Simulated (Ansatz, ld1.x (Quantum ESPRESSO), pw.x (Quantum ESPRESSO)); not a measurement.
## gallium: one change to the PAW potential, in the atom and in the sc crystal

| Quantity | Value |
| --- | --- |
| Element | Ga (Z = 31) |
| Generator | ld1.x (Quantum ESPRESSO) 7.5 |
| Type | PAW |
| Functional | PBE |
| Relativity | scalar-relativistic |
| Frozen core | [Ar] 3d10 |
| Valence charge | 3 |
| Reference configuration | 4s2 4p1 |
| Partial waves | 4s (bound): rcut 1.50, rcutus 1.95 bohr; 4s channel at 1.7 Ry: rcut 1.50, rcutus 1.95 bohr; 4p (bound): rcut 2.25, rcutus 2.60 bohr; 4p channel at 0.15 Ry: rcut 2.25, rcutus 2.60 bohr; 4d channel at 0.5 Ry: rc 2.70 bohr |
| Local potential | the d channel |
| Core correction | none |
| Augmentation charge | PSQ, inside the norm-conserving radii |

Change: wave 4d channel at 0.5 Ry: rc 2.70 bohr becomes 4d channel at 0.5 Ry: rc 3.04 bohr.

Cutoffs, loose and tight: the cutoffs (Ry, on a coarse ladder) from which the occupation-weighted sum of valence levels, in a spherical-Bessel basis at the reference potential, stays within 10 and 1 mRy of its value at 400 Ry. They do not see the model core or the augmentation charge, which bear on the density cutoff. Test errors are all-electron minus pseudo excitation energies from the reference, over the configurations 4s2 4p0; 4s1 4p0; 4s2 4p0.5; 4s1 4p2; 4s1 4p1; 4s2 4p1.3; 4s0 4p3; variants that change the core or the reference have their own tests.

Crystal test: sc Ga in pw.x 7.5, no spin, 12³ k-points, Fermi–Dirac smearing 0.01 Ry, cutoffs set for each file from its atomic test. The reference is all-electron LAPW (Ansatz 0.2.0) with the same functional, mesh and smearing; V0 and B0 come from Birch–Murnaghan fits to the pressures at five volumes. Errors are pseudo minus all-electron; Δ is the rms difference of the E(V) curves that follow from these fits, minima aligned, over ±6 % about the mean V0. Mesh and smearing are coarse, so the numbers serve the comparison and aren't converged zero-temperature values; the lattice is a test structure that the element need not adopt.

All-electron: a0 = 2.721 Å (V0 = 20.14 Å³/atom), B0 = 47.8 GPa.

**Question.** Does the change bring the crystal closer to the all-electron result?

**Answer.** The mean pressure error goes from +0.35 to +0.68 GPa, so the change moves the solid further from the all-electron pressures.

```tsv
quantity	base	changed
outcome (atom)	generated	generated
cutoff, loose (atom)	6 Ry	6 Ry
cutoff, tight (atom)	10 Ry	10 Ry
bound ghosts (atom)	none	none
largest test error (meV) (atom)	-177 over the solved tests; test run stopped at test 7 of 7 (negative rho)	-185 over the solved tests; test run stopped at test 7 of 7 (negative rho)
cutoffs in pw.x (Ry)	40/320	40/320
a0 (Å)	2.728	2.734
a0 error (%)	+0.26	+0.48
B0 error (%)	+0.4	-0.9
Δ (meV/atom)	1.6	3.0
mean pressure error (GPa)	+0.35	+0.68
```

Base: The largest radius (2.70 bohr) exceeds half the bond length (2.58 bohr), so the spheres overlap, which is one possible source of error among others. Atomic configuration tests: test run stopped at test 7 of 7 (negative rho). Changed file: The largest radius (3.04 bohr) exceeds half the bond length (2.58 bohr), so the spheres overlap, which is one possible source of error among others. Atomic configuration tests: test run stopped at test 7 of 7 (negative rho). The atomic cutoffs weigh occupied waves only.
